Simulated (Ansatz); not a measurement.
**TaSi$_{2}$: generalised stacking fault**

The calculation used Ansatz 0.2.0, DFT PBEsol, scalar-relativistic, plane waves, PAW. Settings: plane waves to 420 eV, k-mesh 9×9×3 (Γ-centred), Gaussian smearing 0.15 eV. Spin–orbit coupling is left out, which can shift energies with elements as heavy as these. No spin polarisation. Energies are free energies at this smearing, counted from the undisturbed cell; pressure is positive in compression.

The starting cell (relaxed at this level; it needn't be the usual structure):

```
Ta Si
1.0
    -4.76086    0.00000    0.00000
    -2.38043   -4.12303    0.00000
     0.00000    0.00000   13.11157
Ta Si
6 12
Direct
  0.50000 0.00000 0.08335
  0.50000 0.00000 0.58335
  0.00000 0.50000 0.25002
  0.00000 0.50000 0.75002
  0.50000 0.50000 0.91668
  0.50000 0.50000 0.41668
  0.15927 0.68146 0.08335
  0.15927 0.68146 0.58335
  0.31854 0.84073 0.25002
  0.31854 0.84073 0.75002
  0.15927 0.15927 0.91668
  0.15927 0.15927 0.41668
  0.84073 0.31854 0.08335
  0.84073 0.31854 0.58335
  0.68146 0.15927 0.25002
  0.68146 0.15927 0.75002
  0.84073 0.84073 0.91668
  0.84073 0.84073 0.41668
```

The cut lies on the cell's a–b face, a (0 0 1) plane (indices in the standard cell, whose axes needn't be the Cartesian ones shown) of area 19.63 Å², between layers 2.19 Å apart. Vector c is tilted by f times 0·a + 1·b (length 4.761 Å) with the atoms' Cartesian places fixed: one unrelaxed fault a cell. The cell is metallic on the mesh throughout.

**Question.** Over the sampled range (0.0000 to 0.5000), is the undisturbed cell the lowest point?

**Answer.** Yes, every other sampled point lies higher.

The scan:

| f | γ (mJ/m²) |
| --- | --- |
| 0.0000 | 0 |
| 0.1000 | 424 |
| 0.2000 | 1637 |
| 0.3000 | 2915 |
| 0.4000 | 4116 |
| 0.5000 | 4718 |

Cost: 6 runs of about 15 core-minutes in all, on Arm Neoverse V1 (shared hosts).